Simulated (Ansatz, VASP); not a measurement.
**Pb in VASP and in Ansatz**

The input INCAR:

```
ALGO = Normal ; EDIFF = 1E-6
ENCUT = 520 ; GGA = PE
ISIF = 2 ; ISMEAR = -1
LASPH = T ; LCHARG = F
LREAL = F ; LWAVE = F
NBANDS = 13 ; NELM = 60
PREC = Accurate ; SIGMA = 0.05
```

KPOINTS

```
k-points
0
Gamma
  12 12 12
```

Contents of POSCAR:

```
Pb
1.0
    2.8190716727      0.0000000000      0.0000000000
    0.0000000000      2.8190716727      0.0000000000
    0.0000000000      0.0000000000      2.8190716727
Pb
1
Direct
    0.0000000000      0.0000000000      0.0000000000
```

Input for Ansatz:

```yaml
crystal:
  lattice:
    - [2.8190716727, 0.0, 0.0]
    - [0.0, 2.8190716727, 0.0]
    - [0.0, 0.0, 2.8190716727]
  atoms:
    - { symbol: Pb, position: [0.0, 0.0, 0.0] }
kpoints:
  mp_grid: { grid: [12, 12, 12] }
scf:
  occupations: { method: fermi_dirac, width: 0.05 }
hamiltonian:
  xc: pbe
  pseudopotentials: { kind: paw }
output:
  forces: true
  stress: true
  eigenvalues: true
  populations: true
```

Change from the starting cell: volume scaled by 0.65, PAW files.

Alike in both runs: task single point; functional PBE; k mesh 12 × 12 × 12; occupations fermi-dirac, width 0.05 eV; no spin polarisation.

```csv
,VASP,Ansatz
version,VASP 6.6.1,Ansatz 0.2.0
potentials or method,"VASP PAW PBE potentials, release 64 (Pb_d)","PAW with Ansatz's default frozen-core files, scalar-relativistic"
plane-wave cutoff (eV),520,420
valence electrons in the cell,14,14
```

VASP gave:

```
pressure (GPa) : 43.8
```

Question: Which values does Ansatz return?

Answer: Pressure (GPa): 43.9.

The functional is the same, so the differences come from potentials, cutoffs and numerics.

Caveats: so large a pressure means that the cell lies far from this level's equilibrium, or that cutoff or potentials fall short (VASP). Spin-orbit coupling is left out, which matters for the levels of Pb.
